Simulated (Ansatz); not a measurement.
Space group C2/m (No. 12). a = 12.256 Å, b = 3.039 Å, c = 5.808 Å, α = 90.00°, β = 103.81°, γ = 90.00°
| atom | site | symmetry | x | y | z |
| --- | --- | --- | --- | --- | --- |
| Ga | 4i | m | 0.0905 | 0.0000 | 0.7948 |
| Ga | 4i | m | 0.1587 | 0.5000 | 0.3145 |
| O | 4i | m | 0.1642 | 0.0000 | 0.1092 |
| O | 4i | m | 0.1733 | 0.0000 | 0.5635 |
| O | 4i | m | 0.4963 | 0.0000 | 0.2562 |

Equation of state of this Ga$_{2}$O$_{3}$ structure (not necessarily the ground state), with shape and atoms relaxed at each volume where symmetry leaves them free. The calculation used DFT r2SCAN, scalar-relativistic, plane waves, PAW in Ansatz 0.2.0.

Plane waves to 500 eV, a k mesh through Γ of 8×8×4 on the computed 10-atom cell and Gaussian smearing (0.02 eV); no spin polarisation.

| V (Å³/atom) | E − E(largest V) (meV/atom) | P (GPa) | gap on mesh (eV) |
| --- | --- | --- | --- |
| 9.874 | 4.00 | 12.48 | 3.54 |
| 10.189 | -13.88 | 5.84 | 3.28 |
| 10.504 | -19.49 | 0.00 | 3.03 |
| 10.819 | -14.38 | -5.07 | 2.79 |
| 11.135 | 0.00 | -9.44 | 2.56 |

Task: Fit a third-order Birch–Murnaghan equation to E(V).

Result: V0 = 10.50 Å³/atom, B0 = 181 GPa, B0' = 3.7.

Cost: 5 runs of about 35 core-minutes in all, on Arm Neoverse V1 (shared hosts).